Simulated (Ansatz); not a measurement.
**Ge: how the settings move a single-point run**

How sensitive is a single-point run of Ge to its settings? A reference run comes first, then one run with altered input.

Method: reference: DFT, PBE, PAW with Ansatz's default frozen-core files, scalar-relativistic, in Ansatz 0.2.0.

**1. The structure to begin with**

The structure is orthorhombic, space group Imma (No. 74). Conventional cell: a = 4.992 Å, b = 5.302 Å, c = 2.874 Å, α = 90.00°, β = 90.00°, γ = 90.00°. Around Ge (site symmetry mm2) lie 6 Ge at 2.68 to 2.87 Å.

Coordinates:

```
CELL_PARAMETERS angstrom
-2.49590 2.65086 1.43695
2.49590 -2.65086 1.43695
2.49590 2.65086 -1.43695
ATOMIC_POSITIONS crystal
Ge 0.68594 0.93594 0.75000
Ge 0.31406 0.06406 0.25000
```

**2. Baseline**

File input.yaml:

```yaml
crystal:
  lattice:
    - [-2.495898, 2.650863, 1.436947]
    - [2.495898, -2.650863, 1.436947]
    - [2.495898, 2.650863, -1.436947]
  atoms:
    - { symbol: Ge, position: [0.685943, 0.935943, 0.75] }
    - { symbol: Ge, position: [0.314057, 0.064057, 0.25] }
kpoints:
  mp_grid: { grid: [15, 15, 15] }
  band_path:
    path:
      - [0.0, 0.0, 0.0]
      - [0.5, -0.5, 0.5]
      - [0.4716251834, -0.4716251834, 0.5283748166]
      - [-0.4716251834, 0.4716251834, 0.4716251834]
      - [0.0, 0.0, 0.0]
      - [0.3234593264, 0.3234593264, -0.3234593264]
      - [0.6765406736, -0.3234593264, 0.3234593264]
      - [0.5, -0.5, 0.5]
      - [0.0, 0.0, 0.0]
    npoints: 5
scf:
  occupations: { method: fermi_dirac, width: 0.03 }
hamiltonian:
  xc: pbe
  pseudopotentials: { kind: paw }
output:
  forces: true
  stress: true
  eigenvalues: true
  efg: { contact_densities: true }
  write_density: true
  write_potential: true
  elf: true
  volumetric_format: npy
```

Started as:

```bash
ansatz run input.yaml --threads 1 --pin off --max-ram 2048MiB --backend cpu --events-out ev --progress --plain --runs-dir out
```

**3. Variant: occupations.width 0.001**

input.yaml: that of step 2 with these lines changed.

```diff
@@ -23,3 +23,3 @@
 scf:
-  occupations: { method: fermi_dirac, width: 0.03 }
+  occupations: { method: fermi_dirac, width: 0.001 }
 hamiltonian:
@@ -32,5 +32 @@
   efg: { contact_densities: true }
-  write_density: true
-  write_potential: true
-  elf: true
-  volumetric_format: npy
```

Q: Predict the outcome of this session. Wanted: for each run, ending; energy change; pressure; gap; force.

As calculated:

| run | ending | energy change | pressure (GPa) | gap (eV) | force (eV/Å) | cycles | time |
| --- | --- | --- | --- | --- | --- | --- | --- |
| reference | converged | 0 | 1.1 | 0.00 | 0.04 | 6 | 48 s |
| 1: occupations.width 0.001 | converged | +0.1 meV/atom (σ→0) | 1.1 | 0.00 | 0.04 | 6 | 52 s |

Times don't compare one to one where runs were asked for different outputs or read a saved state (see the inputs); cycles may leave out searches for a lower state.

Residual by cycle in the longest SCF loop of each run; runs are numbered as in the table. The quantity is the density residual dr2, in eV.

| cycle | reference | run 1 |
| --- | --- | --- |
| 1 | 2.2e-4 | 2.4e-4 |
| 2 | 9.6e-5 | 4.9e-5 |
| 3 | 1.6e-5 | 6.0e-6 |
| 4 | 2.8e-6 | 4.9e-7 |
| 5 | 3.1e-7 | 5.4e-9 |
| 6 | 8.2e-9 | 2.4e-10 |

Changing the smearing leaves the energy as it was (+0.1 meV/atom).
